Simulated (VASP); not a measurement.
Runs of VASP 6.6.1 on GaN. It takes space group P6_3mc (No. 186, hexagonal). Conventional cell: a = 3.180 Å, b = 3.180 Å, c = 5.166 Å, α = 90.00°, β = 90.00°, γ = 120.00°. Around Ga (site symmetry 3m) lie 4 N at 1.94 to 1.95 Å. N (site symmetry 3m) has 4 Ga at 1.94 to 1.95 Å as nearest neighbours. 

```csv
task,level,cell,cutoff (eV),gap on the mesh (eV),pressure (GPa),relaxed volume (Å³/atom),largest force (eV/Å)
band structure,MS2,as given,520,1.98,-2.1,-,0.13
relaxation of cell and atoms,revTPSS,relaxed,600,1.71,0.1,(b),0.01
relaxation of cell and atoms,MS2,relaxed,600,(a),0.1,11.18,0.02
band structure,revTPSS,as given,520,1.82,3.9,-,0.15
```

Alike in all rows: potentials or basis VASP PAW PBE potentials, release 64 (Ga_d, N); no spin polarisation; k mesh 10 × 10 × 5; smearing fermi-dirac 0.05 eV.

Problem. Fill in the values left out.

Solution. (a) 2.06; (b) 11.51.

Caveats: the PAW data sets were made with another functional, which shifts forces and pressure a little.

A k mesh can miss the band edges, and the runs leave out spin-orbit coupling on Ga.
